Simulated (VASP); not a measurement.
Here is a VASP 6.6.1 calculation.

INCAR

```
SYSTEM = InP
  PREC = Accurate
  ENCUT = 600
  EDIFF = 1E-6
  ISMEAR = 0
  SIGMA = 0.02
  LREAL = .False.
  LASPH = .True.
  NELM = 100
  ALGO = Normal
  ISIF = 3
  LWAVE = .False.
  LCHARG = .False.
  GGA = PE
  IBRION = 2
  NSW = 100
  EDIFFG = -0.002
```

The input KPOINTS:

```
Automatic mesh
0
Gamma
  10 10 10
  0 0 0
```

Contents of POSCAR:

```
InP
1.0
    0.0000000000      2.9794328228      2.9794328228
    2.9794328228      0.0000000000      2.9794328228
    2.9794328228      2.9794328228      0.0000000000
In P
1 1
Direct
    0.0000000000      0.0000000000      0.0000000000
    0.2500000000      0.2500000000      0.2500000000
```

Potentials or basis: VASP PAW PBE potentials, release 64 (In_d, P).

Run with:

```sh
$ cat potpaw_PBE.64/In_d/POTCAR potpaw_PBE.64/P/POTCAR > POTCAR
$ mpirun -np 1 vasp_std > vasp.out
```

**Question.** Predict the band gap on the k mesh.

**Answer.** 0.44 eV, direct.

Final structure:
```xyz
2
Lattice="0.0000 2.9794 2.9794 2.9794 0.0000 2.9794 2.9794 2.9794 0.0000" Properties=species:S:1:pos:R:3 pbc="T T T"
In    0.0000    0.0000    0.0000
P     1.4897    1.4897    1.4897
```

Caveat: the relaxation stopped at its first step, so nothing moved; spin-orbit coupling is left out, which moves the levels of the heavy elements.
